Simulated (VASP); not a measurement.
Write the native input for VASP 6.6.1 that does the following.

- Task: single point
- Functional: PBE
- Potentials or basis: VASP PAW PBE potentials, release 64 (S, W_sv)
- Cutoff: 750 eV
- k mesh: 13 × 13 × 1
- Occupations: gaussian, width 0.05 eV
- Spin: no spin polarisation
- Vacuum (Å): 22
- Dipole correction: yes
- Further INCAR settings: ALGO = Normal; EDIFF = 1e-08; NBANDS = 24

The structure of WS2 lies in POSCAR:

```
WS2
1.0
    3.1800000000      0.0000000000      0.0000000000
   -1.5900000000      2.7539607800      0.0000000000
    0.0000000000      0.0000000000     25.1250000000
S W
2 1
Direct
    0.3333333333      0.6666666667      0.4378109453
    0.3333333333      0.6666666667      0.5621890547
    0.6666666667      0.3333333333      0.5000000000
```

One way to write it, as run:

INCAR

```
SYSTEM = WS2
PREC = Accurate ; ENCUT = 750
EDIFF = 1E-8 ; ISMEAR = 0
SIGMA = 0.05 ; LREAL = .FALSE.
LASPH = .TRUE. ; NELM = 120
ALGO = Normal ; ISIF = 2
LWAVE = .FALSE. ; LCHARG = .FALSE.
LDIPOL = .TRUE. ; IDIPOL = 3
DIPOL = 0.5 0.5 0.500 ; GGA = PE
NBANDS = 24 ; LVHAR = .TRUE.
LVACPOTAV = .TRUE.
```

KPOINTS

```
Automatic mesh
0
G
  13 13 1
  0 0 0
```

Potentials or basis: VASP PAW PBE potentials, release 64 (S, W_sv).

The run is started by

```console
$ cat potpaw_PBE.64/S/POTCAR potpaw_PBE.64/W_sv/POTCAR > POTCAR
$ mpirun -np 1 vasp_std > vasp.out
```

It gave:

- Largest force: 0.226 eV/Å
- Band gap on the k mesh: 1.97 eV, indirect (least direct gap 2.04 eV)
- Ionisation potential of the upper face: 5.72 eV

Caveat: spin-orbit coupling is left out, which moves the levels of the heavy elements.

It took 3.5 min on 1 thread of Intel(R) Xeon(R) Platinum 8559C (Emerald Rapids), with other jobs on the host, peak memory 0.52 GiB.
